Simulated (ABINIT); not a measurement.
# PbSe (Clausthalite): single point with PBE

**Measured values to compare with.**

From a printed reference work, monograph, for a bulk crystal of PbSe at 300 K: band gap 0.28 eV (direct).

PbSe (Clausthalite):

```
Pb Se
1.0
     0.00000    3.06065    3.06065
     3.06065    0.00000    3.06065
     3.06065    3.06065    0.00000
Pb Se
1 1
Direct
  0.00000 0.00000 0.00000
  0.50000 0.50000 0.50000
```

```json
{
 "Program": "ABINIT 10.8.3 (patched build)",
 "Task": "single point",
 "Functional": "PBE",
 "Potentials or basis": "SG15 NC PBE v1.2",
 "Cutoff": "490 eV",
 "k mesh": "6 × 6 × 6",
 "Occupations": "fixed",
 "Spin": "no spin polarisation"
}
```

* Pressure: 2.4 GPa
* Band gap on the k mesh: 0.28 eV, direct
* Valence electrons inside the program's atomic spheres: Pb 9.96; Se 3.29

Levels at points of the mesh, in eV from the valence-band top:
```csv
k point,band 8,band 9,band 10,band 11,band 12
"(0.00, 0.00, 0.00)",-1.88,-1.88,-1.88,4.70,4.70
"(0.50, 0.00, 0.00)",-1.47,-1.47,0.00,0.28,1.69
"(0.50, 0.50, 0.00)",-4.98,-3.23,-3.23,3.70,5.60
```

Run time: 2.3 s on 8 MPI ranks on Arm Neoverse V1 (shared host), peak memory 0.48 GiB a rank.

Measured gap of PbSe: 0.28 eV (direct; 300 K; a printed reference work, monograph). This calculation gives 0.28 eV (0.00 eV). 2 values of this kind are on record (0.15 to 0.28 eV); this one was drawn at random. Spin-orbit coupling on Pb, Se is left out. The value is that of PBE on a finite k mesh, which can miss the band edges, without temperature or zero-point motion. Semilocal functionals fall short of measured gaps as a rule.

Caveat: spin-orbit coupling is left out, which as a rule narrows the gap of such compounds by several tenths of an eV.
